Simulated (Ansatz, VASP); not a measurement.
**K: VASP beside Ansatz**

```
CELL_PARAMETERS angstrom
4.12300 0.00000 0.00000
0.00000 4.12300 0.00000
0.00000 0.00000 4.12300
ATOMIC_POSITIONS crystal
K 0.00000 0.00000 0.00000
```

Alike in both runs: functional PBEsol; dispersion D3(BJ); k mesh 7 × 7 × 7; occupations fermi-dirac, width 0.05 eV; no spin polarisation.

Ansatz relaxed the structure, and its values are those at the end. VASP's run is a single point on that final structure, the one shown.

```csv
,VASP,Ansatz
version,VASP 6.6.1,Ansatz 0.2.0
potentials or method,"VASP PAW PBE potentials, release 64 (K_sv)","plane waves, PAW"
plane-wave cutoff (eV),520,420
valence electrons in the cell,9,9
```

Ansatz gave:

- pressure (GPa): 0.0
- dispersion energy (meV/atom): -132.1

Task: Which values does VASP return?

Result: Pressure (GPa): 0.0; dispersion energy (meV/atom): -132.0.

Caveats: the PAW data sets were made with another functional, which shifts forces and pressure a little (VASP); pairwise dispersion overbinds metals, which lowers pressure and volume.
